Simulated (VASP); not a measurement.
Input of a VASP 6.6.1 run:

Contents of INCAR:

```
PREC = Accurate
ENCUT = 520
EDIFF = 1E-7
ISMEAR = 0
SIGMA = 0.05
LREAL = False
LASPH = True
NELM = 120
ALGO = Normal
ISIF = 2
LWAVE = False
LCHARG = False
ISPIN = 2
MAGMOM = 0 0
LORBIT = 11
LMAXMIX = 6
LDAU = True
LDAUTYPE = 2
LDAUL = 3 -1
LDAUU = 2 0
LDAUJ = 0 0
LDAUPRINT = 1
GGA = CA
```

KPOINTS

```
regular mesh
0
Gamma
  7 7 7
```

POSCAR

```
CeO
1.0
    2.8880971600      0.0000000000      0.0000000000
    0.0000000000      2.8880971600      0.0000000000
    0.0000000000      0.0000000000      2.8880971600
Ce O
1 1
Direct
    0.0000000000      0.0000000000      0.0000000000
    0.5000000000      0.5000000000      0.5000000000
```

Potentials or basis: VASP PAW LDA potentials, release 64 (Ce, O).

Run with:

```sh
$ cat potpaw_LDA.64/Ce/POTCAR potpaw_LDA.64/O/POTCAR > POTCAR
$ mpirun -np 1 vasp_std > vasp.out
```

(1) Predict the net moment.

(2) What does it give for the pressure?

## Answers

(1) 0.00 μB per cell.

(2) 30.4 GPa.

Caveat: the magnetic or orbital state may not be the lowest; a pressure of tens of GPa on the cell as given is suspect, and the run, the potentials or the cell itself is likely at fault.
